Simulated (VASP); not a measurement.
# TePb (Fm-3m) in VASP: a series of runs, part 2 of 2

VASP 6.6.1. The steps go on from the part before.

**4. Single point, PBE**

This run uses another cell than the first one, of 33.05 Å³/atom, 1.043 times its volume.

File INCAR:

```
SYSTEM = TePb
PREC     = Accurate       ! precision mode
ENCUT    = 520            ! plane-wave cutoff, eV
EDIFF    = 1E-6           ! SCF threshold, eV
ISMEAR   = 0              ! smearing method
SIGMA    = 0.01           ! smearing width, eV
LREAL    = .FALSE.        ! projectors in reciprocal space
LASPH    = .TRUE.         ! aspherical terms in the spheres
NELM     = 80             ! most SCF steps
ALGO     = Normal         ! electronic algorithm
ISIF     = 2              ! what is computed and relaxed
LWAVE    = .FALSE.        ! write WAVECAR
LCHARG   = .FALSE.        ! write CHGCAR
GGA      = PE             ! functional
NBANDS   = 17             ! bands
```

File KPOINTS:

```
regular mesh
0
G
  6 6 6
  0 0 0
```

File POSCAR:

```
TePb
1.0
    0.0000000000      3.2093147829      3.2093147829
    3.2093147829      0.0000000000      3.2093147829
    3.2093147829      3.2093147829      0.0000000000
Te Pb
1 1
Direct
    0.5000000000      0.5000000000      0.5000000000
    0.0000000000      0.0000000000      0.0000000000
```

Potentials or basis: VASP PAW PBE potentials, release 64 (Te, Pb_d).

Started as:

```console
cat potpaw_PBE.64/Te/POTCAR potpaw_PBE.64/Pb_d/POTCAR > POTCAR
mpirun -np 1 vasp_std > vasp.out
```

OUTCAR:

```text
SYSTEM = TePb
   PREC = Accurate
   ENCUT = 520
   EDIFF = 1E-6
   ISMEAR = 0
   LREAL = .FALSE.
   LASPH = .TRUE.
   NELM = 80
   ISIF = 2
   GGA = PE

 ion  position               nearest neighbor table
   1  0.500  0.500  0.500-   2 3.21   2 3.21   2 3.21   2 3.21   2 3.21   2 3.21
   2  0.000  0.000  0.000-   1 3.21   1 3.21   1 3.21   1 3.21   1 3.21   1 3.21

  LATTYP: Found a face centered cubic cell.
 ALAT       =     6.4186295658

  Lattice vectors:

 A1 = (   0.0000000000,   3.2093147829,   3.2093147829)
 A2 = (   3.2093147829,   0.0000000000,   3.2093147829)
[... 496 lines left out ...]

  FORCE on cell =-STRESS in cart. coord.  units (eV):
  Direction    XX          YY          ZZ          XY          YZ          ZX
  --------------------------------------------------------------------------------------
  -------------------------------------------------------------------------------------
  Total        1.2748103      1.2748103      1.2748103      0.0000000      0.0000000     -0.0000000
  in kB       30.8950722     30.8950722     30.8950722      0.0000000      0.0000000     -0.0000000
  external PRESSURE =      30.8950722 kB  Pullay stress =       0.0000000 kB

 VOLUME and BASIS-vectors are now :
 -----------------------------------------------------------------------------
  energy-cutoff  :      520.00
  volume of cell :       66.11
      direct lattice vectors                 reciprocal lattice vectors
     0.000000000  3.209314783  3.209314783    -0.155796497  0.155796497  0.155796497
     3.209314783  0.000000000  3.209314783     0.155796497 -0.155796497  0.155796497
     3.209314783  3.209314783  0.000000000     0.155796497  0.155796497 -0.155796497

 POSITION                                       TOTAL-FORCE (eV/Angst)
 -----------------------------------------------------------------------------------
      3.20931      3.20931      3.20931        -0.000000      0.000000      0.000000
      0.00000      0.00000      0.00000         0.000000      0.000000      0.000000
 -----------------------------------------------------------------------------------
    total drift:                               -0.000000      0.000000      0.000000

  FREE ENERGIE OF THE ION-ELECTRON SYSTEM (eV)
  ---------------------------------------------------
  free  energy   TOTEN  =        -7.4798700719 eV

  energy  without entropy=       -7.4798700719  energy(sigma->0) =       -7.47987007
```

Run time: 12 s. Hardware: 1 thread of Intel Xeon 6975P-C (Granite Rapids), shared host; peak memory 0.2 GiB.

Results:

```
Free energy            : -7.4799 eV
Pressure               : 3.1 GPa
Band gap on the k mesh : 0.69 eV, direct
```

Levels at points of the mesh, in eV from the valence-band top:
| k point | band 6 | band 7 | band 8 | band 9 | band 10 | band 11 | band 12 | band 13 | band 14 | band 15 |
| --- | --- | --- | --- | --- | --- | --- | --- | --- | --- | --- |
| (0.00, 0.00, 0.00) | -12.20 | -5.55 | -1.43 | -1.43 | -1.43 | 4.09 | 4.09 | 4.09 | 5.74 | 5.74 |
| (0.50, 0.00, 0.00) | -10.71 | -8.70 | -0.96 | -0.96 | 0.00 | 0.69 | 1.21 | 1.21 | 8.41 | 9.23 |
| (0.50, 0.50, 0.00) | -10.44 | -7.33 | -4.67 | -2.93 | -2.93 | 3.19 | 5.54 | 5.54 | 6.82 | 10.14 |

Caveat: spin-orbit coupling is left out, which moves the levels of the heavy elements.

**5. Single point, PBE**

This run uses another cell than the first one, of 34.40 Å³/atom, 1.085 times its volume.

File INCAR:

```
  ALGO = Normal
  EDIFF = 1E-6
  ENCUT = 520
  GGA = PE
  ISIF = 2
  ISMEAR = 0
  LASPH = T
  LCHARG = F
  LREAL = F
  LWAVE = F
  NBANDS = 17
  NELM = 100
  PREC = Accurate
  SIGMA = 0.01
```

File KPOINTS:

```
k-points
0
Gamma
  6 6 6
```

File POSCAR:

```
TePb
1.0
    0.0000000000      3.2523979746      3.2523979746
    3.2523979746      0.0000000000      3.2523979746
    3.2523979746      3.2523979746      0.0000000000
Te Pb
1 1
Direct
    0.5000000000      0.5000000000      0.5000000000
    0.0000000000      0.0000000000      0.0000000000
```

Started as:

```console
cat potpaw_PBE.64/Te/POTCAR potpaw_PBE.64/Pb_d/POTCAR > POTCAR
mpirun -np 1 vasp_std > vasp.out
```

Wall time 12 s (1 thread of Intel Xeon 6975P-C (Granite Rapids), shared host); peak memory 0.2 GiB.

The run converged. Its results:

```yaml
Free_energy: -7.5162 eV
Pressure: 1.2 GPa
Band_gap_on_the_k_mesh: 0.78 eV, direct
```

Levels at points of the mesh, in eV from the valence-band top:
```csv
k point,band 7,band 8,band 9,band 10,band 11,band 12,band 13,band 14
"(0.00, 0.00, 0.00)",-5.64,-1.27,-1.27,-1.27,4.06,4.06,4.06,5.85
"(0.50, 0.00, 0.00)",-8.48,-0.82,-0.82,0.00,0.78,1.32,1.32,8.37
"(0.50, 0.50, 0.00)",-7.26,-4.34,-2.68,-2.68,3.38,5.41,5.41,6.60
```

Caveat: spin-orbit coupling is left out, which moves the levels of the heavy elements.

**6. Single point, PBE**

This run uses another cell than the first one, of 35.75 Å³/atom, 1.128 times its volume.

File INCAR:

```
SYSTEM = TePb
PREC = Accurate ; ENCUT = 520
EDIFF = 1E-7 ; ISMEAR = 0
SIGMA = 0.01 ; LREAL = .FALSE.
LASPH = .TRUE. ; NELM = 80
ALGO = Normal ; ISIF = 2
LWAVE = .FALSE. ; LCHARG = .FALSE.
GGA = PE ; NBANDS = 17
```

File KPOINTS:

```
Automatic mesh
0
G
  6 6 6
  0 0 0
```

File POSCAR:

```
TePb
1.0
    0.0000000000      3.2943690292      3.2943690292
    3.2943690292      0.0000000000      3.2943690292
    3.2943690292      3.2943690292      0.0000000000
Te Pb
1 1
Direct
    0.5000000000      0.5000000000      0.5000000000
    0.0000000000      0.0000000000      0.0000000000
```

Potentials or basis: VASP PAW PBE potentials, release 64 (Te, Pb_d).

Started as:

```console
cat potpaw_PBE.64/Te/POTCAR potpaw_PBE.64/Pb_d/POTCAR > POTCAR
mpirun -np 1 vasp_std > vasp.out
```

OUTCAR:

```text
SYSTEM = TePb
   PREC = Accurate
   ENCUT = 520
   EDIFF = 1E-7
   ISMEAR = 0
   LREAL = .FALSE.
   LASPH = .TRUE.
   NELM = 80
   ISIF = 2
   GGA = PE

 ion  position               nearest neighbor table
   1  0.500  0.500  0.500-   2 3.29   2 3.29   2 3.29   2 3.29   2 3.29   2 3.29
   2  0.000  0.000  0.000-   1 3.29   1 3.29   1 3.29   1 3.29   1 3.29   1 3.29

  LATTYP: Found a face centered cubic cell.
 ALAT       =     6.5887380584

  Lattice vectors:

 A1 = (   0.0000000000,   3.2943690292,   3.2943690292)
 A2 = (   3.2943690292,   0.0000000000,   3.2943690292)
 A3 = (   3.2943690292,   3.2943690292,   0.0000000000)

Analysis of symmetry for initial positions (statically):
=====================================================================
 Subroutine PRICEL returns:
 Original cell was already a primitive cell.

 Routine SETGRP: Setting up the symmetry group for a
 face centered cubic supercell.

 Subroutine GETGRP returns: Found 48 space group operations
 (whereof 48 operations were pure point group operations)
 out of a pool of 48 trial point group operations.

The static configuration has the point symmetry O_h .

Analysis of symmetry for dynamics (positions and initial velocities):
=====================================================================
 Subroutine PRICEL returns:
 Original cell was already a primitive cell.

 Routine SETGRP: Setting up the symmetry group for a
 face centered cubic supercell.

 Subroutine GETGRP returns: Found 48 space group operations
 (whereof 48 operations were pure point group operations)
 out of a pool of 48 trial point group operations.

The dynamic configuration has the point symmetry O_h .

 Subroutine INISYM returns: Found 48 space group operations
 (whereof 48 operations are pure point group operations),
 and found     1 'primitive' translations

----------------------------------------------------------------------------------------

                                     Primitive cell

  volume of cell :      71.5067

  direct lattice vectors                    reciprocal lattice vectors
     0.000000000  3.294369029  3.294369029    -0.151774132  0.151774132  0.151774132
     3.294369029  0.000000000  3.294369029     0.151774132 -0.151774132  0.151774132
     3.294369029  3.294369029  0.000000000     0.151774132  0.151774132 -0.151774132

  length of vectors
     4.658941361  4.658941361  4.658941361     0.262880508  0.262880508  0.262880508

  position of ions in fractional coordinates (direct lattice)
     0.500000000  0.500000000  0.500000000
     0.000000000  0.000000000  0.000000000

  ion indices of the primitive-cell ions
   primitive index   ion index
                 1           1
                 2           2

----------------------------------------------------------------------------------------

 KPOINTS: Automatic mesh

Automatic generation of k-mesh.
 Grid dimensions read from file:
 generate k-points for:    6    6    6

 Generating k-lattice:

  Cartesian coordinates                     Fractional coordinates (reciprocal lattice)
    -0.025295689  0.025295689  0.025295689     0.166666667  0.000000000  0.000000000
     0.025295689 -0.025295689  0.025295689     0.000000000  0.166666667  0.000000000
     0.025295689  0.025295689 -0.025295689     0.000000000  0.000000000  0.166666667

  Length of vectors
     0.043813418  0.043813418  0.043813418

  Shift w.r.t. Gamma in fractional coordinates (k-lattice)
     0.000000000  0.000000000  0.000000000

 Subroutine IBZKPT returns following result:
 ===========================================

 Found     16 irreducible k-points:

 Following reciprocal coordinates:
            Coordinates               Weight
  0.000000  0.000000  0.000000      1.000000
  0.166667  0.000000  0.000000      8.000000
  0.333333  0.000000  0.000000      8.000000
  0.500000  0.000000  0.000000      4.000000
  0.166667  0.166667  0.000000      6.000000
  0.333333  0.166667  0.000000     24.000000
[... 8 lines left out ...]
 -0.333333  0.333333  0.166667     24.000000
 -0.333333  0.500000  0.166667     12.000000
   k-points           NKPTS =     16   k-points in BZ     NKDIM =     16   number of bands    NBANDS=     17
   number of dos      NEDOS =    301   number of ions     NIONS =      2
   total plane-waves  NPLWV =  46656
   dimension x,y,z NGX =    36 NGY =   36 NGZ =   36
   dimension x,y,z NGXF=    72 NGYF=   72 NGZF=   72
   ions per type =               1   1
   NGX,Y,Z   is equivalent  to a cutoff of  12.85, 12.85, 12.85 a.u.
   NGXF,Y,Z  is equivalent  to a cutoff of  25.69, 25.69, 25.69 a.u.
 SYSTEM =  TePb
   PREC   = accura    normal or accurate (medium, high low for compatibility)
   ISTART =      0    job   : 0-new  1-cont  2-samecut
   ICHARG =      2    charge: 1-file 2-atom 10-const
   ISPIN  =      1    spin polarized calculation?
   LNONCOLLINEAR =      F non collinear calculations
   LSORBIT =      F    spin-orbit coupling
   LASPH  =      T    aspherical Exc in radial PAW
   ENCUT  =  520.0 eV  38.22 Ry    6.18 a.u.   8.66  8.66  8.66*2*pi/ulx,y,z
   NELM   =     80;   NELMIN=  2; NELMDL= -5     # of ELM steps
   EDIFF  = 0.1E-06   stopping-criterion for ELM
   LREAL  =      F    real-space projection
   EDIFFG = 0.1E-05   stopping-criterion for IOM
   NSW    =      0    number of steps for IOM
   IBRION =     -1    ionic relax: 0-MD 1-quasi-New 2-CG
   NFREE  =      0    steps in history (QN), initial steepest desc. (CG)
   ISIF   =      2    stress and relaxation
   ISYM   =      2    0-nonsym 1-usesym 2-fastsym
   POTIM  = 0.5000    time-step for ionic-motion
   TEBEG  =    0.0;   TEEND  =   0.0 temperature during run
   PSTRESS=    0.0 pullay stress
   NELECT =      20.0000    total number of electrons
   NUPDOWN=      -1.0000    fix difference up-down
   EMIN   =  10.00;   EMAX   =-10.00  energy-range for DOS
   EFERMI =   0.00;   METHOD = LEGACY
   ISMEAR =     0;   SIGMA  =   0.01  broadening in eV -4-tet -1-fermi 0-gaus
   EFERMI_NEDOS =   21; number of points for ismear=-14 and -15
   IALGO  =     38    algorithm
   IMIX   =      4    mixing-type and parameters
     AMIX     =   0.40;   BMIX     =  1.00
     AMIX_MAG =   1.60;   BMIX_MAG =  1.00
  volume/ion in A,a.u.               =      35.75       241.28
  Fermi-wavevector in a.u.,A,eV,Ry     =   1.070621  2.023181 15.595408  1.146230
  Thomas-Fermi vector in A             =   2.206337
   LORBIT       =      0    0 simple, 1 ext, 2 COOP (PROOUT), +10 PAW based schemes
   GGA     = PE    functional components
   LHFCALC =     F    Hartree Fock is set to
   AEXX    =    0.0000 exact exchange contribution
   IVDW    =     0    specifies the selected vdW correction
   LEPSILON=     F    determine dielectric tensor
   LRPA    =     F    only Hartree local field effects (RPA)
 non-spin polarized calculation
 Gauss-broadening in eV      SIGMA  =   0.01
  energy-cutoff  :      520.00
  volume of cell :       71.51
 maximum number of plane-waves:      1964
 NGX is ok and might be reduce to    36
   NGX = 17   NGY = 17   NGZ = 17

 number of electron      19.9999998 magnetization

 Free energy of the ion-electron system (eV)
  ---------------------------------------------------
  ext. energy  EPLUGINS =         0.00000000
  ---------------------------------------------------
  free energy    TOTEN  =        -7.52320761 eV

  energy without entropy =       -7.52320761  energy(sigma->0) =       -7.52320761

 E-fermi :   4.9953     XC(G=0):  -9.0406

 val. band max:        4.8857735575   @ k =   0.5000   0.0000   0.0000
 cond. band min:       5.7335294255   @ k =   0.5000   0.0000   0.0000
 fundamental gap:      0.8477558679
 Fermi energy:         4.9952556416

 k-point     1 :       0.0000    0.0000    0.0000
  band No.  band energies     occupation
      1     -11.7460      2.00000
      2     -11.7460      2.00000
      3     -11.7409      2.00000
      4     -11.7409      2.00000
      5     -11.7409      2.00000
      6      -6.6591      2.00000
[... 9 lines left out ...]
     16      10.8203      0.00000
     17      12.2608      0.00000
[... 281 lines left out ...]
 k-point    16 :      -0.3333    0.5000    0.1667
  band No.  band energies     occupation
      1     -11.7815      2.00000
      2     -11.7437      2.00000
      3     -11.7417      2.00000
      4     -11.7278      2.00000
      5     -11.7206      2.00000
      6      -5.0772      2.00000
[... 9 lines left out ...]
     16      15.3874      0.00000
     17      16.1899      0.00000

------------------------ aborting loop because EDIFF is reached ----------------------------------------

  FORCE on cell =-STRESS in cart. coord.  units (eV):
  Direction    XX          YY          ZZ          XY          YZ          ZX
  --------------------------------------------------------------------------------------
  -------------------------------------------------------------------------------------
  Total       -0.1654316     -0.1654316     -0.1654316      0.0000000     -0.0000000     -0.0000000
  in kB       -3.7066572     -3.7066572     -3.7066572      0.0000000     -0.0000000     -0.0000000
  external PRESSURE =      -3.7066572 kB  Pullay stress =       0.0000000 kB

 VOLUME and BASIS-vectors are now :
 -----------------------------------------------------------------------------
  energy-cutoff  :      520.00
  volume of cell :       71.51
      direct lattice vectors                 reciprocal lattice vectors
     0.000000000  3.294369029  3.294369029    -0.151774132  0.151774132  0.151774132
     3.294369029  0.000000000  3.294369029     0.151774132 -0.151774132  0.151774132
     3.294369029  3.294369029  0.000000000     0.151774132  0.151774132 -0.151774132

 POSITION                                       TOTAL-FORCE (eV/Angst)
 -----------------------------------------------------------------------------------
      3.29437      3.29437      3.29437         0.000000     -0.000000      0.000000
      0.00000      0.00000      0.00000         0.000000      0.000000     -0.000000
 -----------------------------------------------------------------------------------
    total drift:                               -0.000000      0.000000      0.000000

  FREE ENERGIE OF THE ION-ELECTRON SYSTEM (eV)
  ---------------------------------------------------
  free  energy   TOTEN  =        -7.5232076115 eV

  energy  without entropy=       -7.5232076115  energy(sigma->0) =       -7.52320761
```

It took 14 s on 1 thread of Intel Xeon 6975P-C (Granite Rapids), shared host; peak memory 0.2 GiB.

Results:

```yaml
Free_energy: -7.5232 eV
Pressure: -0.4 GPa
Band_gap_on_the_k_mesh: 0.85 eV, direct
```

Levels at points of the mesh, in eV from the valence-band top:
```tsv
k point	band 8	band 9	band 10	band 11	band 12	band 13
(0.00, 0.00, 0.00)	-1.12	-1.12	-1.12	4.02	4.02	4.02
(0.50, 0.00, 0.00)	-0.70	-0.70	0.00	0.85	1.42	1.42
(0.50, 0.50, 0.00)	-4.04	-2.46	-2.46	3.55	5.27	5.27
```

Caveat: spin-orbit coupling is left out, which moves the levels of the heavy elements.

**7. Summary**

```csv
cell,gap on the mesh (eV),pressure (GPa)
"a = 4.476 Å, angles 60.0°, 2 atoms",0.59,5.5
"a = 4.508 Å, angles 60.0°, 2 atoms",0.64,4.3
"a = 4.539 Å, angles 60.0°, 2 atoms",0.69,3.1
"a = 4.600 Å, angles 60.0°, 2 atoms",0.78,1.2
"a = 4.659 Å, angles 60.0°, 2 atoms",0.85,-0.4
```

Alike in all rows: task single point; level PBE; potentials or basis VASP PAW PBE potentials, release 64 (Te, Pb_d); no spin polarisation; k mesh 6 × 6 × 6; cutoff (eV) 520; smearing gaussian 0.01 eV.

Caveats: spin-orbit coupling is left out, which moves the levels of the heavy elements.

Total energies depend on the potentials used, so only differences within one code and one set of settings carry meaning.

**8. Against experiment**

Step 5. Measured gap of TePb: 0.19 eV (direct; 4.2 K; a printed reference work, monograph). This calculation gives 0.78 eV (+0.59 eV). Spin-orbit coupling on Pb, Te is left out. The value is that of PBE on a finite k mesh, which can miss the band edges, without temperature or zero-point motion.

Step 6. Against the measured gap of TePb, 0.19 eV (direct; 4.2 K; a printed reference work, monograph), the calculated 0.85 eV is off by +0.66 eV. Spin-orbit coupling on Pb, Te is left out. The value is that of PBE on a finite k mesh, which can miss the band edges, without temperature or zero-point motion.
